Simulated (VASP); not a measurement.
BaS: electric field gradients with LDA

**The experiment to reproduce.**

A printed reference work, monograph, original work of 1988 reports, for a bulk crystal of BaS at 2 K: band gap 3.806 eV (indirect).

Crystal: BaS.

```xyz
2
Lattice="0.0000 3.1938 3.1938 3.1938 0.0000 3.1938 3.1938 3.1938 0.0000" Properties=species:S:1:pos:R:3 pbc="T T T"
Ba    0.0000    0.0000    0.0000
S     3.1938    3.1938    3.1938
```

```json
{"Program": "VASP 6.6.1", "Task": "electric field gradients", "Functional": "LDA", "Potentials or basis": "VASP PAW LDA potentials, release 64 (Ba_sv, S)", "Cutoff": "520 eV", "k mesh": "7 × 7 × 7", "Occupations": "fermi-dirac, width 0.01 eV", "Spin": "no spin polarisation", "Dipole correction": "no", "Further INCAR settings": "ALGO = Normal; EDIFF = 1e-08; NBANDS = 15"}
```

* Pressure: -1.8 GPa
* Band gap on the k mesh: 1.96 eV, indirect (least direct gap 2.11 eV)

Levels at points of the mesh, in eV from the valence-band top:
```csv
k point,band 5,band 6,band 7,band 8,band 9,band 10,band 11,band 12
"(0.00, 0.00, 0.00)",-10.32,0.00,0.00,0.00,3.31,3.70,3.70,3.70
```

It took 30 s on 1 thread of AMD EPYC 7R13, with other jobs on the host, peak memory 0.15 GiB.

Measured gap of BaS: 3.806 eV (indirect; 2 K; a printed reference work, monograph, original work of 1988). This calculation gives 1.96 eV (-1.84 eV). Spin-orbit coupling on Ba is left out. The value is that of LDA on a finite k mesh, which can miss the band edges, without temperature or zero-point motion. Semilocal functionals fall short of measured gaps as a rule.

Caveat: without QUAD_EFG the Cq values of the log hold for a quadrupole moment of 1 mb, not for the nuclei; spin-orbit coupling is left out, which moves the levels of the heavy elements.
